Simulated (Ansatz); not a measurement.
The system is TiCo.

```xyz
2
Lattice="2.9861 0.0000 0.0000 0.0000 2.9861 0.0000 0.0000 0.0000 2.9861" Properties=species:S:1:pos:R:3 pbc="T T T"
Co    1.4931    1.4931    1.4931
Ti    0.0000    0.0000    0.0000
```

The cell comes from a database or a generator and needn't be the stable form of this composition.

Alike in all runs: program Ansatz 0.2.0; functional PBE; potentials or basis Ansatz PAW; cutoff 420 eV (not typed: the program's choice for these potentials); k mesh 9 × 9 × 9; occupations fermi-dirac, width 0.05 eV.

Starts and where they ended:

```csv
start,free energy over the lowest (meV/atom),net moment (μB),site or absolute moments (μB),gap
"collinear spin, ferromagnetic start of up to 2 μB",0.0,0.82,Co +0.92; Ti -0.03,none (metal or under the smearing width)
"collinear spin, ferrimagnetic start of up to 2 μB",0.0,0.82,Co +0.92; Ti -0.03,none (metal or under the smearing width)
"collinear spin, antiferromagnetic start of up to 2 μB",0.0,0.82,Co +0.92; Ti -0.03,none (metal or under the smearing width)
"collinear spin, random start of up to 1.09 μB",0.0,-0.82,Co -0.92; Ti +0.03,none (metal or under the smearing width)
no spin polarisation,24.6,-,-,none (metal or under the smearing width)
```

Allowing spin polarisation gains 25 meV/atom. A still lower state may exist.
